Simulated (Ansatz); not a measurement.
All-electron card of WSe2

```
W Se
1.0
     3.29992    0.00000    0.00000
    -1.64996    2.85782    0.00000
     0.00000    0.00000    7.48799
W Se
1 2
Direct
  0.00000 0.00000 0.00000
  0.33333 0.66667 0.22942
  0.66667 0.33333 0.77058
```

Atoms are numbered in the order listed.

The cell was built from the CdI2 type and relaxed in the same program, and has space group P-3m1; it needn't be a known or the stable phase.

Spin–orbit coupling is left out, though it moves levels of the heavy atoms by tenths of an eV or more.

Levels of theory: DFT, PBE, all-electron LAPW, scalar-relativistic (Ansatz 0.2.0); DFT, PBE, PAW with Ansatz's default frozen-core files, scalar-relativistic (Ansatz 0.2.0).

For LAPW: a Γ-centred 10×10×6 k mesh, Fermi–Dirac smearing of 0.08 eV, basis error target 1 meV/atom, no spin polarisation. PAW takes a cutoff of 420 eV at this cell. The Ansatz runs share mesh, smearing and spin set-up. Values come from LAPW unless marked.

- Pressure at this cell: 0.01 GPa
- Volume per atom: 23.54 Å³

(1) Density of states at the Fermi level (0.2 eV bin): what does the calculation give?

(2) Band gap: what does the calculation give?

(3) Give the computed value. Löwdin charges (with 0.20 e of the cell spilling out of the atomic basis, so their sizes and signs hang on that basis).

(4) Bader charges (from the PAW run): what does the calculation give?

Answers

(1) 0.51 states/eV per cell.

(2) none: bands cross the Fermi level, a metal.

(3) W1 0.40, Se2 -0.10 e.

(4) W1 +1.12, Se2 -0.56 e.
